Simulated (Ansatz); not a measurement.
Starting cell, LiI (rock salt):

```
LiI
1.0
    0.00000     2.95164     2.95164
    2.95164     0.00000     2.95164
    2.95164     2.95164     0.00000
I Li
1 1
Direct
  0.00000   0.00000   0.00000
  0.50000   0.50000   0.50000
```

In this cell atom 2 (Li, nearest neighbour I at 2.952 Å; its periodic images, 4.2 Å or more away, move with it) is moved by u·(0.707, 0.707, 0.000) + v·(0.000, 0.000, 1.000); the rest is frozen.

Computed with PBEsol (plane waves to 420 eV, PAW, scalar-relativistic; Ansatz, a program for electronic structure). k mesh 8×8×8 (Γ-centred), Fermi-Dirac smearing 0.05 eV. E stands for the smeared free energy. LiI was relaxed with its symmetry unable to fall. Spin-orbit coupling is left out, though I is heavy. The zero of ΔE is the undisplaced structure. Axes are in Å.

| ΔE (eV/cell) | u = -0.440 | u = -0.220 | u = 0.000 | u = 0.220 | u = 0.440 |
|---|---|---|---|---|---|
| v = -0.440 | 0.1328 | ___ | 0.1006 | ___ | 0.1328 |
| v = -0.220 | 0.0785 | ___ | 0.0172 | ___ | 0.0785 |
| v = 0.000 | 0.0698 | 0.0153 | 0.0000 | 0.0153 | 0.0698 |
| v = 0.220 | 0.0785 | ___ | 0.0172 | ___ | 0.0785 |
| v = 0.440 | 0.1328 | ___ | 0.1006 | ___ | 0.1328 |

**Question.** What belongs in the gaps?

**Answer.** 
- v = -0.440, u = -0.220: 0.1065
- v = -0.440, u = 0.220: 0.1065
- v = -0.220, u = -0.220: 0.0304
- v = -0.220, u = 0.220: 0.0304
- v = 0.220, u = -0.220: 0.0304
- v = 0.220, u = 0.220: 0.0304
- v = 0.440, u = -0.220: 0.1065
- v = 0.440, u = 0.220: 0.1065

(For displaced atoms, the force is minus the slope of the energy, and its curvature is a force constant, which sets phonon frequencies.)
